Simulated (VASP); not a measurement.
Set up this calculation in VASP 6.6.1, as the native input.

```yaml
Task: relaxation of the atoms
Functional: revPBE
Dispersion: D3
Potentials_or_basis: VASP PAW PBE potentials, release 64 (Mn_sv_GW, O_GW)
Cutoff: 600 eV
k_mesh: 11 × 11 × 6
Occupations: gaussian, width 0.05 eV
Spin: no spin polarisation
Atoms_held_fixed_from_0: "[0]"
Further_INCAR_settings: ALGO = Normal; EDIFF = 1e-06; IBRION = 2; EDIFFG = -0.01; NSW = 60
```

The structure of MnO2 lies in POSCAR:

```
MnO2
1.0
    2.8565781804      0.0000000000      0.0000000000
   -1.4282890902      2.4738692722      0.0000000000
    0.0000000000      0.0000000000      4.6013740589
Mn O
1 2
Selective dynamics
Direct
   -0.0282480000     -0.0138430000      0.5050870000  F F F
    0.3461540000      0.6677230000      0.7044410000  T T T
    0.6862270000      0.3347620000      0.3077070000  T T T
```

The cell comes from a database or a generator and needn't be the stable form of this composition.

The cell isn't the ideal one: atoms moved at random, drawn with an rms of 0.05 Å.

One way to write it, as run:

INCAR

```
PREC = Accurate
ENCUT = 600
EDIFF = 1E-6
ISMEAR = 0
SIGMA = 0.05
LREAL = False
LASPH = True
NELM = 100
ALGO = Normal
ISIF = 2
LWAVE = False
LCHARG = False
GGA = RE
IVDW = 11
IBRION = 2
NSW = 60
EDIFFG = -0.01
```

KPOINTS

```
Automatic mesh
0
Gamma
  11 11 6
```

Potentials or basis: VASP PAW PBE potentials, release 64 (Mn_sv_GW, O_GW).

The run is started by

```bash
$ cat potpaw_PBE.64/Mn_sv_GW/POTCAR potpaw_PBE.64/O_GW/POTCAR > POTCAR
$ mpirun -np 1 vasp_std > vasp.out
```

Results of the run:

```yaml
Energy_gained_by_relaxing: 10.5 meV/atom
Ionic_steps: 10
Pressure_after_relaxing: -5.2 GPa
Band_gap_on_the_k_mesh: none (metal or under the smearing width)
Dispersion_energy_per_atom: -0.183 eV
```

Caveat: the PAW data sets were made with another functional, which shifts forces and pressure a little; an odd number of electrons without spin polarisation forces a metal; a magnetic or distorted state may lie lower; the run has no spin polarisation, though such a crystal can be magnetic; semilocal functionals often make such compounds metallic where correlation or magnetic order opens a gap, which also shifts bond lengths; pairwise dispersion overbinds metals, which lowers pressure and volume.

It took 20 min on 1 thread of Intel(R) Xeon(R) Platinum 8488C (Sapphire Rapids) (shared host), peak memory 0.44 GiB.
